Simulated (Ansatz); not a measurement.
The system is ZrN.

```
Zr N
1.0
     0.00000    2.30000    2.30000
     2.30000    0.00000    2.30000
     2.30000    2.30000    0.00000
Zr N
1 1
Direct
  0.50000 0.50000 0.50000
  0.00000 0.00000 0.00000
```

* Program: Ansatz 0.2.0
* Task: relaxation of cell and atoms
* Functional: revPBE
* Dispersion: D3(BJ)
* Potentials or basis: all-electron LAPW, scalar-relativistic
* Basis error allowed: 0.001 eV/atom
* k mesh: 10 × 10 × 10
* Occupations: fermi-dirac, width 0.05 eV
* Spin: no spin polarisation

At the start: volume 12.17 Å³/atom.

Question: How do energy, volume and symmetry change on relaxing?

Answer: Over 5 steps the energy falls by 12.9 meV/atom and the volume is 11.73 Å³/atom (-3.6 %); space group Fm-3m (No. 225, to 0.05 Å).

Step by step:
```tsv
step	energy change (eV)	largest force (eV/Å)	volume (Å³)
1	0.0000	0.0000	24.33
2	-0.0149	0.0000	22.91
3	-0.0257	0.0000	23.49
4	-0.0258	0.0000	23.45
5	-0.0258	0.0000	23.45
```

Final structure:
```cif
data_structure
_symmetry_space_group_name_H-M 'P 1'
_symmetry_Int_Tables_number 1
_cell_length_a 3.2129
_cell_length_b 3.2129
_cell_length_c 3.2129
_cell_angle_alpha 60.000
_cell_angle_beta 60.000
_cell_angle_gamma 60.000
_cell_volume 23.45
loop_
_atom_site_label
_atom_site_type_symbol
_atom_site_fract_x
_atom_site_fract_y
_atom_site_fract_z
_atom_site_occupancy
Zr1 Zr 0.50000 0.50000 0.50000 1
N1 N 0.00000 0.00000 0.00000 1
```
